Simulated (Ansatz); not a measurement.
Relaxing Al4InAs6

These are results of DFT PBE, scalar-relativistic, plane waves, PAW in Ansatz 0.2.0, not measurements. (420 eV cutoff, 2×3×3 k-mesh, shifted by half a step, Gaussian smearing of 0.02 eV, collinear spin)

What was changed: In on a Al site beside a Al vacancy, charge +0, atoms relaxed.

In a supercell of 11 atoms the defect feels its periodic images, and the cell reads as a metal on the mesh, so a level in the gap can't be told from a carrier in the bands.

Command:

```bash
ansatz run input.yaml --threads 4 --pin off --max-ram 10240MiB --backend cpu --events-out ev --progress --plain --runs-dir out
```

Input:

```yaml
crystal:
  lattice:
    - [0.0, 0.0, -6.6411715163]
    - [6.0624807896, 3.5001749158, 0.0]
    - [0.0, -7.0003498317, 0.0]
  atoms:
    - { symbol: In, position: [0.9993048796, 0.3333333333, 0.3333333333], spin: 1.0 }
    - { symbol: Al, position: [0.9993048796, 1.0, 0.6666666667] }
    - { symbol: Al, position: [0.4993048796, 0.6666666667, 0.6666666667] }
    - { symbol: Al, position: [0.4993048796, 0.3333333333, 1.0] }
    - { symbol: Al, position: [0.4993048796, 1.0, 0.3333333333] }
    - { symbol: As, position: [0.6246951204, 0.3333333333, 0.3333333333] }
    - { symbol: As, position: [0.6246951204, 1.0, 0.6666666667] }
    - { symbol: As, position: [0.6246951204, 0.6666666667, 0.0] }
    - { symbol: As, position: [0.1246951204, 0.6666666667, 0.6666666667] }
    - { symbol: As, position: [0.1246951204, 0.3333333333, 1.0] }
    - { symbol: As, position: [0.1246951204, 1.0, 0.3333333333] }
basis:
  ecutwfc: 420
  xc_grid: 2
kpoints:
  mp_grid: { grid: [2, 3, 3], shift: [0.5, 0.0, 0.0] }
hamiltonian:
  xc: pbe
scf:
  occupations: { method: gaussian, width: 0.02 }
output:
  forces: true
  stress: false
  eigenvalues: true
  populations: true
  write_density: true
  write_potential: true
  elf: true
  volumetric_format: npy
magnetization:
  spin_polarized: true
relax:
  adjacent_minimum: "off"
  f_tol: 0.02
  max_steps: 60
```

F is the free energy.

Steps:

| step | F − F(1) (eV) | largest force component (eV/Å) |
| --- | --- | --- |
| 1 | 0.0000 | 1.605 |
| 2 | -0.6658 | 0.433 |
| 3 | -0.8131 | 0.139 |
| 4 | -0.8265 | 0.049 |
| 5 | -0.8273 | 0.007 |

Relaxed structure:

```cif
data_structure
_symmetry_space_group_name_H-M 'P 1'
_symmetry_Int_Tables_number 1
_cell_length_a 6.6412
_cell_length_b 7.0003
_cell_length_c 7.0003
_cell_angle_alpha 120.000
_cell_angle_beta 90.000
_cell_angle_gamma 90.000
_cell_volume 281.85
loop_
_atom_site_label
_atom_site_type_symbol
_atom_site_fract_x
_atom_site_fract_y
_atom_site_fract_z
_atom_site_occupancy
In1 In 0.00501 0.33333 0.33333 1
Al1 Al 0.00010 0.00000 0.66667 1
Al2 Al 0.49762 0.67251 0.68067 1
Al3 Al 0.49762 0.34150 0.99416 1
Al4 Al 0.49762 0.98599 0.32517 1
As1 As 0.59852 0.33333 0.33333 1
As2 As 0.62593 0.00000 0.66667 1
As3 As 0.65264 0.66667 0.00000 1
As4 As 0.12321 0.69056 0.72953 1
As5 As 0.12321 0.37230 0.97610 1
As6 As 0.12321 0.93714 0.29437 1
```

It takes space group P3 (No. 143, trigonal). Conventional cell: a = 7.000 Å, b = 7.000 Å, c = 6.641 Å, α = 90.00°, β = 90.00°, γ = 120.00°. In (site symmetry 3) is surrounded by 4 As at 2.70 to 2.76 Å. Al (site symmetry 3) is surrounded by 4 As at 2.48 to 2.55 Å. Al (site symmetry 1) is surrounded by 4 As at 2.48 to 2.50 Å. As (site symmetry 3) is surrounded by 3 Al at 2.50 Å and 1 In at 2.70 Å. As (site symmetry 3) has 4 Al at 2.48 to 2.49 Å as nearest neighbours. Around As (site symmetry 3) lie 3 Al at 2.48 Å. As (site symmetry 1) is surrounded by 2 Al at 2.50 to 2.55 Å and 1 In at 2.76 Å.

The run converged. It took 52 s on 4 threads of Arm Neoverse V1, on a shared host, peak memory 0.8 GiB.